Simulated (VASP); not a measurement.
Wanted: the native input for a VASP 6.6.1 run.

| Item | Value |
| --- | --- |
| Task | relaxation of cell and atoms |
| Functional | r2SCAN |
| Potentials or basis | VASP PAW PBE potentials, release 64 (Rb_sv, Br) |
| Cutoff | 600 eV |
| k mesh | 6 × 6 × 6 |
| Occupations | gaussian, width 0.02 eV |
| Spin | no spin polarisation |
| Dipole correction | no |
| Further INCAR settings | ALGO = Normal; EDIFF = 1e-06; IBRION = 2; EDIFFG = -0.005; NSW = 100; ISIF = 3 |

The system is RbBr.

```
Rb Br
1.0
     4.12608    0.00000    0.00000
     0.00000    4.12608    0.00000
     0.00000    0.00000    4.12608
Rb Br
1 1
Direct
  0.00000 0.00000 0.00000
  0.50000 0.50000 0.50000
```

The cell comes from a database or a generator and needn't be the stable form of this composition.

These files were run (other wordings do the same):

POSCAR

```
RbBr
1.0
    4.1260773000      0.0000000000      0.0000000000
    0.0000000000      4.1260773000      0.0000000000
    0.0000000000      0.0000000000      4.1260773000
Rb Br
1 1
Direct
    0.0000000000      0.0000000000      0.0000000000
    0.5000000000      0.5000000000      0.5000000000
```

INCAR.step1

```
SYSTEM = RbBr
PREC = Accurate
ENCUT = 600
ISMEAR = 0
SIGMA = 0.02
LREAL = .False.
LASPH = .True.
NELM = 80
GGA = PE
ALGO = Normal
EDIFF = 1E-4
LWAVE = .True.
LCHARG = .False.
```

INCAR.step2

```
SYSTEM = RbBr
PREC = Accurate
ENCUT = 600
EDIFF = 1E-6
ISMEAR = 0
SIGMA = 0.02
LREAL = .False.
LASPH = .True.
NELM = 80
ALGO = Normal
ISIF = 3
LWAVE = .False.
LCHARG = .False.
METAGGA = R2SCAN
LMIXTAU = .True.
IBRION = 2
NSW = 100
EDIFFG = -0.005
ISTART = 1
```

KPOINTS

```
regular mesh
0
Gamma
  6 6 6
  0 0 0
```

Potentials or basis: VASP PAW PBE potentials, release 64 (Rb_sv, Br).

Command:

```bash
$ cat potpaw_PBE.64/Rb_sv/POTCAR potpaw_PBE.64/Br/POTCAR > POTCAR
$ cp INCAR.step1 INCAR
$ mpirun -np 1 vasp_std > vasp.out
$ cp INCAR.step2 INCAR
$ mpirun -np 1 vasp_std > vasp.out
```

Results of the run:

The relaxed volume is 35.22 Å³/atom, the relaxed cell is a = 4.130 Å, b = 4.130 Å, c = 4.130 Å, α = 90.00°, β = 90.00°, γ = 90.00° and the space group after relaxing (to 0.05 Å) is Pm-3m (No. 221). The energy gained by relaxing is 0.0 meV/atom, the ionic steps are 4 and the pressure after relaxing is 0.0 GPa. The band gap on the k mesh is 4.82 eV, indirect (least direct gap 4.98 eV).

Caveat: the PAW data sets were made with another functional, which shifts forces and pressure a little.

Run time: 4 min on 1 thread of AMD EPYC 7R13 Processor (Zen 3), with other jobs on the host, peak memory 0.21 GiB.
